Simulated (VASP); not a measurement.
Here is a VASP 6.6.1 calculation.

Contents of POSCAR:

```
TiO2
1.0
    4.5998373239      0.0000000000      0.0000000000
    0.0000000000      4.5998373239      0.0000000000
    0.0000000000      0.0000000000      2.9592135600
Ti O
2 4
Direct
    0.0000000000      0.0000000000      0.5000000000
    0.5000000000      0.5000000000      0.0000000000
    0.3043213200      0.3043213200      0.5000000000
    0.1956786800      0.8043213200      0.0000000000
    0.8043213200      0.1956786800      0.0000000000
    0.6956786800      0.6956786800      0.5000000000
```

The input INCAR.step1:

```
SYSTEM = TiO2
PREC     = Accurate       ! precision mode
ENCUT    = 520            ! plane-wave cutoff, eV
EDIFF    = 1E-5           ! SCF threshold, eV
ISMEAR   = -1             ! smearing method
SIGMA    = 0.05           ! smearing width, eV
LREAL    = .FALSE.        ! projectors in reciprocal space
LASPH    = .TRUE.         ! aspherical terms in the spheres
NELM     = 60             ! most SCF steps
ALGO     = Normal         ! electronic algorithm
ISIF     = 2              ! what is computed and relaxed
LWAVE    = .TRUE.         ! write WAVECAR
LCHARG   = .FALSE.        ! write CHGCAR
LMAXMIX  = 4              ! l up to which the mixer works
GGA      = PE             ! functional
```

The input INCAR.step2:

```
SYSTEM = TiO2
PREC     = Accurate       ! precision mode
ENCUT    = 520            ! plane-wave cutoff, eV
EDIFF    = 1E-6           ! SCF threshold, eV
ISMEAR   = -1             ! smearing method
SIGMA    = 0.05           ! smearing width, eV
LREAL    = .FALSE.        ! projectors in reciprocal space
LASPH    = .TRUE.         ! aspherical terms in the spheres
NELM     = 60             ! most SCF steps
ALGO     = Normal         ! electronic algorithm
ISIF     = 2              ! what is computed and relaxed
LWAVE    = .FALSE.        ! write WAVECAR
LCHARG   = .FALSE.        ! write CHGCAR
LMAXMIX  = 4              ! l up to which the mixer works
METAGGA  = LMBJ           ! meta-GGA
ISTART   = 1
```

Contents of KPOINTS:

```
Automatic mesh
0
G
  6 6 9
  0 0 0
```

The input KPOINTS_OPT:

```
path GXMGZRAZ,XR,MA
15
line-mode
reciprocal
 0.0000000000  0.0000000000  0.0000000000  G
 0.0000000000  0.5000000000  0.0000000000  X

 0.0000000000  0.5000000000  0.0000000000  X
 0.5000000000  0.5000000000  0.0000000000  M

 0.5000000000  0.5000000000  0.0000000000  M
 0.0000000000  0.0000000000  0.0000000000  G

 0.0000000000  0.0000000000  0.0000000000  G
 0.0000000000  0.0000000000  0.5000000000  Z

 0.0000000000  0.0000000000  0.5000000000  Z
 0.0000000000  0.5000000000  0.5000000000  R

 0.0000000000  0.5000000000  0.5000000000  R
 0.5000000000  0.5000000000  0.5000000000  A

 0.5000000000  0.5000000000  0.5000000000  A
 0.0000000000  0.0000000000  0.5000000000  Z

 0.0000000000  0.5000000000  0.0000000000  X
 0.0000000000  0.5000000000  0.5000000000  R

 0.5000000000  0.5000000000  0.0000000000  M
 0.5000000000  0.5000000000  0.5000000000  A
```

Potentials or basis: VASP PAW PBE potentials, release 64 (Ti_sv, O).

Launch:

```console
$ cat potpaw_PBE.64/Ti_sv/POTCAR potpaw_PBE.64/O/POTCAR > POTCAR
$ cp INCAR.step1 INCAR
$ mpirun -np 1 vasp_std > vasp.out
$ cp INCAR.step2 INCAR
$ mpirun -np 1 vasp_std > vasp.out
```

Task: Estimate the band gap along the path.

Result: 2.98 eV, indirect (least direct gap 3.01 eV).

Task: Predict the band gap on the k mesh.

Result: 2.84 eV, indirect (least direct gap 2.87 eV).

Levels at the corners of the path, in eV from the valence-band top:
| point | band 20 | band 21 | band 22 | band 23 | band 24 | band 25 | band 26 | band 27 | band 28 |
| --- | --- | --- | --- | --- | --- | --- | --- | --- | --- |
| Γ | -2.02 | -0.86 | -0.55 | -0.55 | 0.00 | 3.01 | 3.34 | 3.59 | 3.60 |
| X | -2.83 | -1.65 | -1.65 | -0.72 | -0.72 | 3.72 | 3.72 | 4.12 | 4.12 |
| X | -2.83 | -1.65 | -1.65 | -0.72 | -0.72 | 3.72 | 3.72 | 4.12 | 4.12 |
| M | -1.89 | -1.41 | -1.41 | -1.13 | -1.13 | 2.98 | 2.98 | 3.60 | 3.60 |
| M | -1.89 | -1.41 | -1.41 | -1.13 | -1.13 | 2.98 | 2.98 | 3.60 | 3.60 |
| Γ | -2.02 | -0.86 | -0.55 | -0.55 | 0.00 | 3.01 | 3.34 | 3.59 | 3.62 |
| Γ | -2.02 | -0.86 | -0.55 | -0.55 | 0.00 | 3.01 | 3.34 | 3.59 | 3.60 |
| Z | -2.85 | -2.02 | -2.02 | -1.36 | -1.36 | 4.04 | 4.04 | 4.35 | 4.35 |
| Z | -2.85 | -2.02 | -2.02 | -1.36 | -1.36 | 4.04 | 4.04 | 4.35 | 4.35 |
| R | -2.29 | -1.80 | -1.80 | -1.04 | -1.04 | 3.16 | 3.16 | 4.37 | 4.37 |
| R | -2.29 | -1.80 | -1.80 | -1.04 | -1.04 | 3.16 | 3.16 | 4.37 | 4.37 |
| A | -2.82 | -1.19 | -1.19 | -0.71 | -0.71 | 3.76 | 3.76 | 4.29 | 4.30 |
| A | -2.82 | -1.19 | -1.19 | -0.71 | -0.71 | 3.76 | 3.76 | 4.30 | 4.34 |
| Z | -2.85 | -2.02 | -2.02 | -1.36 | -1.36 | 4.04 | 4.04 | 4.35 | 4.35 |
| X | -2.83 | -1.65 | -1.65 | -0.72 | -0.72 | 3.72 | 3.72 | 4.12 | 4.12 |
| R | -2.29 | -1.80 | -1.80 | -1.04 | -1.04 | 3.16 | 3.16 | 4.37 | 4.37 |
| M | -1.89 | -1.41 | -1.41 | -1.13 | -1.13 | 2.98 | 2.98 | 3.60 | 3.60 |
| A | -2.82 | -1.19 | -1.19 | -0.71 | -0.71 | 3.76 | 3.76 | 4.29 | 4.32 |

The gap isn't set beside the measured one, since this odd mesh misses points on the zone boundary.
